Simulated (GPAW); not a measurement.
# free-standing square Co monolayer, spacing 2.375 A: from the magnetic state to anisotropy

Wanted: anisotropy for free-standing square Co monolayer, spacing 2.375 A, with the cost of each step.

Program: GPAW 26.7.0. Level of theory: LDA; plane waves with GPAW's PAW setups, scalar-relativistic. Results are calculated unless marked as measured.

This is a report of a sequence of runs, with most program output left out.

**1. The structure**

The cell holds 1 atom: 1 Co. Cell: a = 2.375 Å, b = 2.375 Å, c = 14.000 Å, α = 90.0°, β = 90.0°, γ = 90.0°. model lattice. Vacuum lies along c.

**2. Ground-state run**

All later steps read the density of this run.

order1.py reads:

```python
import json
import numpy as np
from ase import Atoms
from ase.parallel import paropen, parprint
from gpaw import GPAW

atoms = Atoms(['Co'],
    cell=[[2.375, 0.0, 0.0],
         [0.0, 2.375, 0.0],
         [0.0, 0.0, 14.0]],
    scaled_positions=[[0.0, 0.0, 0.5]],
    pbc=True,
    magmoms=[2.0])
atoms.calc = GPAW(mode={'name': 'pw', 'ecut': 550},
    xc='LDA',
    kpts={'size': (12, 12, 1), 'gamma': True},
    occupations={'name': 'fermi-dirac', 'width': 0.1},
    convergence={'density': 1e-05, 'energy': 1e-05},
    maxiter=200,
    txt='order1.txt')
e = atoms.get_potential_energy(force_consistent=True)
res = {'free_energy': e, 'energy_sigma0': atoms.get_potential_energy(), 'fermi_energy': atoms.calc.get_fermi_level()}
res['moments'] = atoms.get_magnetic_moments().tolist()
res['total'] = atoms.get_magnetic_moment()
parprint('site moments (muB):', np.round(res['moments'], 3))
parprint(f"total moment: {res['total']:.3f} muB")
parprint(f'free energy: {e:.6f} eV')
atoms.calc.write('order1.gpw')
with paropen('results.json', 'w') as f:
    json.dump(res, f)
```

On the command line:

```sh
$ OMP_NUM_THREADS=1 python3 order1.py > order1.log
```

Elapsed: 9.9 s, on 1 MPI rank of AMD EPYC 9R45, shared host; peak memory 0.18 GiB.

Numbers from this step:

```
magnetization  : 1.956 μB
final state    : ferromagnetic
largest moment : 1.935 μB
```

After 13 cycles the largest moment stands at 1.93 μB.

**3. More states at fixed density**

The steps that follow sum over empty states, which the ground-state run does not converge; 9 states a spin are converged here at the frozen density and written with their wave functions.

It starts from the saved density of the lowest of the states tried.

nscf.py reads:

```python
from gpaw import GPAW

calc = GPAW('order1.gpw').fixed_density(
    kpts={'size': (18, 18, 1), 'gamma': True},
    nbands=13,
    convergence={'bands': 9, 'eigenstates': 1e-9},
    parallel={'domain': 1},
    txt='nscf.txt')
calc.write('nscf.gpw', mode='all')
```

On the command line:

```sh
$ OMP_NUM_THREADS=1 python3 nscf.py > nscf.log
```

It took 26 s on 1 MPI rank; peak memory 0.25 GiB.

**4. Energy against the direction of the moments**

Spin–orbit coupling is added in the basis of the saved states for each direction of the moments. The change in the band energy is the anisotropy energy, with no new self-consistent run.

anisotropy.py reads:

```python
import json
import numpy as np
from ase.parallel import paropen, parprint
from gpaw import GPAW
from gpaw.spinorbit import soc_eigenstates

calc = GPAW('nscf.gpw')
angles = [[0.0, 0.0], [90.0, 0.0], [90.0, 90.0], [90.0, 45.0], [54.7356, 45.0], [45.0, 0.0]]  # theta, phi in degrees
res = {'rows': []}
for scale in [1.0, 0.5, 2.0]:
    e0 = None
    for theta, phi in angles:
        soc = soc_eigenstates(calc, n2=9, scale=scale, theta=theta, phi=phi)
        e = soc.calculate_band_energy()
        e0 = e if e0 is None else e0
        orbital = soc.get_orbital_magnetic_moments()
        res['rows'].append([scale, theta, phi, 1000 * (e - e0), orbital.tolist()])
        parprint(f'scale {scale} theta {theta:6.1f} phi {phi:6.1f}  dE = {1000 * (e - e0):9.4f} meV  |L| =', np.round(np.linalg.norm(orbital, axis=1), 4))
with paropen('results.json', 'w') as f:
    json.dump(res, f)
```

On the command line:

```sh
$ OMP_NUM_THREADS=1 python3 anisotropy.py > anisotropy.log
```

Elapsed: 5.4 s, on 1 MPI rank; peak memory 0.16 GiB.

Theta from the Cartesian z axis, phi from x; spin up lies along the direction. Anisotropy, by row:

```tsv
spin-orbit scale	theta (degrees)	phi (degrees)	band energy less that along z (meV a cell)	orbital moment of atom 1 along the direction (μB)	sum of orbital moments along the direction (μB a cell)
1	0	0	0	0.1159	0.1159
1	90	0	-0.6888	0.1836	0.1836
1	90	90	-0.6888	0.1836	0.1836
1	90	45	-0.6869	0.1835	0.1835
1	54.74	45	-0.4587	0.1611	0.1611
1	45	0	-0.3448	0.1498	0.1498
0.5	0	0	0	0.05813	0.05813
0.5	90	0	-0.176	0.09258	0.09258
0.5	90	90	-0.176	0.09258	0.09258
0.5	90	45	-0.1758	0.09258	0.09258
0.5	54.74	45	-0.1173	0.08111	0.08111
0.5	45	0	-0.08801	0.07537	0.07537
2	0	0	0	0.2294	0.2294
2	90	0	-2.612	0.3588	0.3588
2	90	90	-2.612	0.3588	0.3588
2	90	45	-2.585	0.3584	0.3584
2	54.74	45	-1.734	0.3161	0.3161
2	45	0	-1.311	0.2948	0.2948
```

**5. Summary of results**

```
state                              : ferromagnetic
largest site moment                : 1.93 μB
spread of the directions' energies : 0.689 meV a cell
easiest direction tried            : the plane normal to z
```

**Reading.** About the ferromagnetic state the directions differ by 0.689 meV a cell, with the plane normal to z easiest. The anisotropy comes from the force theorem at a frozen potential; it needs a check on a finer mesh, and shape anisotropy is not in it. Doubling the coupling multiplies the difference between the first two directions by 3.8; second-order perturbation theory gives 4.

[Logs and program files are shortened in this print: banners, set-up blocks, solver, clock and traceback lines can be left out without a mark of their own.]

[Logs are printed without paths, hosts, clocks, repeated set-up lines and the standing remarks that a program may print on its own settings, such as how far it seeks lower states.]

[Hosts, paths, dates, database ids (printed as entryN), source tags and the programs' standing remarks are cut or masked in the printed files.]

[Where a cell is said to come from a database of computed structures, the database is the Materials Project.]
